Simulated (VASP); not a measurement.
# CaO: Ca into a neighbouring Ca vacancy, part 3 of 6

How hard is this move in CaO: Ca into a neighbouring Ca vacancy? Both ends are relaxed first, then a band of images between them. The start is a computed cell from the Materials Project.

VASP 6.6.1; PBEsol; plane waves and PAW (Ca_pv, O).

So far. Step 2 (Relax the host): The run ended after 2 ionic steps, 0.006 eV below its first step, once forces and stress met EDIFFG = -0.02.

## 3. Relax the start (continued)

OUTCAR, selected parts (step 3):

```text
NELECT = 372

 ion  position               nearest neighbor table
   1  0.001  1.000  0.335-  34 2.35  52 2.36  46 2.36  27 2.39  33 2.39  45 2.39   2 3.35  22 3.36
                            10 3.36  16 3.36   8 3.37   4 3.37   3 3.37  20 3.37  19 3.39   7 3.39
   2  0.004  0.998  0.665-  34 2.35  28 2.35  35 2.38  46 2.41  47 2.41  53 2.43  11 3.33  17 3.34
                             8 3.35   1 3.35  10 3.35   5 3.36   6 3.37   4 3.38  18 3.39  23 3.39
   3  0.002  0.332  1.000-  32 2.33  29 2.35  27 2.36  50 2.39  45 2.39  48 2.42  14 3.34   9 3.36
                             8 3.37  24 3.37  22 3.37   1 3.37   4 3.37  12 3.37   6 3.37   5 3.38
   4  0.000  0.334  0.333-  28 2.35  30 2.38  48 2.38  49 2.39  27 2.39  46 2.41  13 3.34  25 3.34
                            12 3.35   7 3.35   5 3.35   6 3.36   1 3.37   3 3.37  22 3.38  10 3.38
   5  0.000  0.332  0.666-  28 2.36  49 2.39  31 2.39  47 2.39  29 2.40  50 2.40  11 3.31  14 3.35
                             4 3.35   2 3.36  23 3.37  13 3.37   7 3.38   3 3.38  21 3.39  26 3.39
   6  0.999  0.667  0.001-  48 2.38  53 2.38  51 2.39  30 2.39  32 2.40  35 2.41  18 3.34  25 3.34
                             7 3.34  24 3.35   4 3.36  12 3.36  15 3.36   8 3.36   2 3.37   3 3.37
   7  0.001  0.666  0.332-  33 2.35  30 2.37  52 2.38  49 2.39  51 2.39  31 2.39   6 3.34  13 3.34
                             4 3.35  25 3.35  15 3.36  16 3.36   5 3.38   1 3.39   8 3.40  19 3.40
   8  0.004  0.666  0.667-  31 2.36  53 2.36  32 2.38  34 2.38  52 2.42  50 2.42  14 3.33  16 3.34
                             2 3.35  17 3.35   6 3.36   1 3.37   3 3.37  24 3.39   5 3.40   7 3.40
   9  0.334  0.999  0.994-  29 2.33  44 2.34  38 2.40  33 2.41  27 2.43  42 2.47  11 3.29  20 3.33
                            15 3.33  14 3.35   3 3.36  24 3.37  16 3.40  18 3.40   1 3.40  10 3.43
  10  0.335  0.999  0.333-  36 2.35  42 2.36  34 2.37  43 2.39  28 2.39  27 2.39   2 3.35   1 3.36
                            19 3.36  18 3.36  13 3.37  12 3.37  16 3.37  17 3.38   4 3.38  25 3.38
  11  0.328  0.004  0.669-  35 2.35  29 2.36  37 2.38  28 2.39  44 2.40  43 2.45   9 3.29   5 3.31
                             2 3.33  14 3.34  15 3.37  20 3.37  17 3.38  13 3.38  10 3.39  26 3.40
  12  0.332  0.336  0.003-  41 2.32  30 2.34  36 2.35  32 2.37  27 2.38  38 2.42  13 3.30  15 3.33
                            21 3.34   4 3.35   6 3.36  17 3.36  23 3.36  10 3.37   3 3.37  18 3.41
  13  0.332  0.335  0.330-  30 2.34  36 2.36  39 2.36  28 2.41  31 2.41  37 2.41  12 3.30   4 3.34
                            21 3.34   7 3.34  15 3.35  19 3.36  10 3.37  16 3.37   5 3.37  14 3.38
  14  0.331  0.334  0.666-  37 2.35  31 2.35  32 2.37  29 2.38  38 2.40  40 2.41   8 3.33  11 3.34
                             3 3.34   5 3.35   9 3.35  16 3.35  20 3.37  23 3.38  13 3.38  22 3.39
  15  0.332  0.668  0.999-  35 2.35  41 2.35  30 2.37  33 2.38  44 2.39  39 2.40  12 3.33   9 3.33
                            17 3.33  26 3.33  13 3.35   7 3.36   6 3.36  11 3.37  21 3.38  16 3.38
  16  0.333  0.666  0.334-  40 2.36  42 2.37  31 2.37  33 2.38  39 2.38  34 2.39   8 3.34  14 3.35
                             1 3.36   7 3.36  13 3.37  24 3.37  10 3.37  15 3.38  17 3.39  22 3.39
  17  0.334  0.667  0.668-  41 2.33  43 2.36  35 2.37  40 2.38  34 2.41  32 2.43  26 3.33  15 3.33
                             2 3.34   8 3.35  12 3.36  23 3.37  10 3.38   6 3.38  11 3.38  25 3.39
  18  0.668  0.997  0.001-  51 2.36  47 2.37  53 2.39  42 2.39  38 2.40  36 2.41   6 3.34  24 3.35
                            23 3.35  25 3.36  10 3.36  19 3.37  21 3.37  20 3.38   2 3.39   9 3.40
  19  0.665  0.004  0.332-  45 2.36  36 2.38  51 2.38  52 2.40  37 2.40  43 2.42  22 3.32  21 3.32
                            20 3.35  13 3.36  10 3.36  18 3.37   1 3.39  25 3.40   7 3.40  11 3.40
  20  0.665  0.001  0.665-  37 2.36  44 2.36  46 2.37  38 2.39  52 2.40  53 2.41   9 3.33  22 3.35
[...]
52  0.836  0.835  0.496-   1 2.36   7 2.38  19 2.40  20 2.40   8 2.42  26 2.44
  53  0.832  0.828  0.835-  24 2.34   8 2.36   6 2.38  18 2.39  20 2.41   2 2.43

 Found      8 irreducible k-points:

   k-points           NKPTS =      8   k-points in BZ     NKDIM =      8   number of bands    NBANDS=    228

   dimension x,y,z NGX =    50 NGY =   50 NGZ =   50
   dimension x,y,z NGXF=   100 NGYF=  100 NGZF=  100

   ENCUT  =  400.0 eV  29.40 Ry    5.42 a.u.  16.48 16.48 16.48*2*pi/ulx,y,z

 E-fermi :   2.7678

 k-point     1 :       0.0000    0.0000    0.0000
  band No.  band energies     occupation
    ...
    182       2.3245      2.00000
    183       2.3256      2.00000
    184       2.5265      2.00000
    185       2.5272      2.00000
    186       2.5277      2.00000
    187       6.4557      0.00000
    188       6.4689      0.00000
    189       6.4693      0.00000
    190       6.8242      0.00000
    191       6.8252      0.00000
    ...

 k-point     2 :       0.5000    0.0000    0.0000
  band No.  band energies     occupation
    ...
    182       2.0831      2.00000
    183       2.1736      2.00000
    184       2.1743      2.00000
    185       2.5340      2.00000
    186       2.5349      2.00000
    187       6.8720      0.00000
    188       6.9534      0.00000
    189       6.9539      0.00000
    190       6.9792      0.00000
    191       7.0544      0.00000
    ...

  Total       -3.2905413     -3.2540824     -3.2913349      0.1039480      0.1099868      0.0728762
  in kB       -7.2280046     -7.1479187     -7.2297477      0.2283322      0.2415971      0.1600799
  external PRESSURE =      -7.2018903 kB  Pullay stress =       0.0000000 kB

  energy-cutoff  :      400.00
  volume of cell :      729.39
      direct lattice vectors                 reciprocal lattice vectors
     0.000000000  7.144576765  7.144576765    -0.069983152  0.069983152  0.069983152
     7.144576765  0.000000000  7.144576765     0.069983152 -0.069983152  0.069983152
     7.144576765  7.144576765  0.000000000     0.069983152  0.069983152 -0.069983152

 POSITION                                       TOTAL-FORCE (eV/Angst)
 -----------------------------------------------------------------------------------
      9.47086      2.32782      7.14353         0.008594     -0.001888     -0.013695
     11.95830     11.95699     14.28237         0.012141      0.006202      0.002277
      2.32817      7.14511      9.46645         0.003164     -0.004165      0.000721
      4.77243      9.51855      9.51321        -0.001188     -0.003632      0.000789
      7.14842     11.95541      9.46206        -0.009086      0.016825      0.009458
      4.81903      7.14444     11.95736        -0.002773     -0.003553     -0.007387
      7.14926      9.47020     11.95920        -0.011215      0.008661     -0.011112
      9.52031      4.77047      4.76362        -0.004918     -0.004607      0.003433
     14.28577      9.47131      9.47009         0.014848      0.002727     -0.004548
      9.51735      4.77018      9.51566         0.009560     -0.002321     -0.008366
      4.82002      7.13695      2.32538        -0.006031      0.023042     -0.013384
      9.52127      9.51785      4.76311        -0.002572      0.000512      0.005449
      4.77535      4.76520      4.76449        -0.012117      0.006727     -0.000167
      7.14781      7.14110      4.76896        -0.004261      0.005548     -0.002120
      4.81834      2.32419      7.14178        -0.000853      0.009207     -0.006780
      7.14476      4.77647      7.14063         0.005381     -0.009003     -0.004713
      9.51663      7.14445      7.14064        -0.004745     -0.003697     -0.006776
      7.14109      4.81509     11.95155         0.014619      0.000809      0.007386
      9.47404      7.14232     11.95673         0.001038      0.003184     -0.005885
      4.76641      9.51670      4.76403         0.016835     -0.001573     -0.000443
      2.32754      4.81648      7.13479         0.004343     -0.007505      0.007192
      4.77667      7.14404      7.13774        -0.002872     -0.001083      0.000758
      7.14470      9.51127      7.13323         0.008643      0.006757      0.016307
      4.76845      4.77378      9.51130         0.009584     -0.013103      0.001694
      7.14722      7.14937      9.50760        -0.002936     -0.017023      0.004117
      9.52373      9.51908      9.51304        -0.014967     -0.005092     -0.004917
      2.37923      2.38210      2.37840         0.026324      0.008605      0.005020
      4.76555      4.75722      2.37406        -0.016493      0.004985      0.018685
      7.14810      7.14258      2.54974        -0.006386     -0.002674      0.006866
      4.76938      2.37758      4.75910        -0.029862      0.020998     -0.014449
      7.14956      4.75623      4.75132        -0.015513     -0.002815      0.005644
      9.53469      7.14435      4.75183        -0.008954     -0.000328      0.006834
      7.14434      2.55654      7.14320         0.003731      0.000928     -0.012846
      9.53122      4.75886      7.14109        -0.005151     -0.003887     -0.008762
     11.73554      7.13963      7.14149        -0.007233      0.010045     -0.008835
      2.38275      4.76278      4.75520         0.007854     -0.018912     -0.005338
      4.76288      7.13876      4.75254        -0.012931      0.012645     -0.000350
      7.14230      9.52893      4.75077         0.012274     -0.001506      0.003762
[...]
-----------------------------------------------------------------------------------
    total drift:                                0.000831      0.000185      0.000273

  FREE ENERGIE OF THE ION-ELECTRON SYSTEM (eV)
  ---------------------------------------------------
  free  energy   TOTEN  =      -347.7512889725 eV

  energy  without entropy=     -347.7512889725  energy(sigma->0) =     -347.75128897

 total charge
# of ion       s       p       d       tot
------------------------------------------
    1        0.248   6.274   0.737   7.260
    2        0.248   6.274   0.737   7.260
    3        0.248   6.274   0.737   7.260
    4        0.250   6.277   0.739   7.267
    5        0.248   6.274   0.736   7.258
    6        0.248   6.274   0.737   7.260
    7        0.248   6.274   0.737   7.259
    8        0.250   6.277   0.740   7.267
    9        0.248   6.275   0.738   7.261
   10        0.250   6.277   0.739   7.266
   11        0.248   6.274   0.736   7.259
   12        0.250   6.277   0.739   7.265
   13        0.250   6.277   0.739   7.266
   14        0.268   6.305   0.818   7.391
   15        0.248   6.274   0.736   7.258
   16        0.268   6.305   0.817   7.390
   17        0.268   6.305   0.818   7.390
   18        0.248   6.274   0.737   7.260
   19        0.248   6.274   0.737   7.260
   20        0.250   6.277   0.739   7.266
   21        0.248   6.274   0.736   7.258
   22        0.268   6.305   0.818   7.390
   23        0.268   6.305   0.818   7.390
   24        0.250   6.277   0.739   7.266
   25        0.267   6.304   0.817   7.389
   26        0.250   6.277   0.740   7.267
   27        1.571   3.463   0.000   5.034
   28        1.571   3.463   0.000   5.034
   29        1.575   3.466   0.000   5.041
   30        1.571   3.463   0.000   5.034
   31        1.571   3.456   0.000   5.027
   32        1.571   3.456   0.000   5.027
   33        1.575   3.466   0.000   5.041
   34        1.571   3.456   0.000   5.027
   35        1.575   3.466   0.000   5.041
   36        1.571   3.463   0.000   5.034
   37        1.571   3.456   0.000   5.027
[...]
--------------------------------------------------
tot         49.032 256.774  19.663 325.469

[... 1 part as in an earlier step ...]

[... 6 further parts left out ...]
```

Step by step:

| step | energy less that of the first step (eV) | largest force (eV/Å) |
| --- | --- | --- |
| 1 | 0.0000 | 1.9356 |
| 2 | -1.2340 | 0.9911 |
| 3 | -1.4346 | 0.6995 |
| 4 | -1.5985 | 0.2830 |
| 5 | -1.6409 | 0.2055 |
| 6 | -1.6703 | 0.0804 |
| 7 | -1.6744 | 0.0558 |
| 8 | -1.6764 | 0.0393 |

The atoms that moved most (Å):

| atom | dx | dy | dz | length |
| --- | --- | --- | --- | --- |
| O45 | 0.184 | -0.005 | -0.001 | 0.184 |
| O29 | -0.014 | -0.016 | 0.181 | 0.182 |
| O33 | 0.003 | 0.174 | 0.027 | 0.176 |
| O35 | -0.170 | -0.018 | -0.027 | 0.173 |
| O51 | -0.014 | 0.009 | -0.159 | 0.160 |
| O47 | -0.002 | -0.156 | 0.009 | 0.156 |
| Ca1 | -0.062 | -0.070 | -0.008 | 0.094 |
| Ca2 | 0.077 | 0.031 | -0.016 | 0.084 |

A gap read on the k-mesh alone can miss the band edges.

This step gave:

```
electronic cycles              : 93
electrons                      : 372
free energy (TOTEN)            : -347.7513 eV
Fermi energy                   : 2.768 eV
gap on the k-mesh              : 3.599 eV
least direct gap on the k-mesh : 3.727 eV
```

The run ended after 8 ionic steps, 1.676 eV below its first step, once the forces on the free atoms met EDIFFG = -0.05.

(Continued in part 4 of 6.)

[Lines on the potential files, build, host, timing and source positions are cut from VASP's logs without a mark.]

[Logs are printed without paths, hosts, clocks, repeated set-up lines and the standing remarks that a program may print on its own settings, such as how far it seeks lower states.]

[Hosts, paths, dates, database ids (printed as entryN), source tags and the programs' standing remarks are cut or masked in the printed files.]

[Runs that stopped without an error message from VASP are left out.]
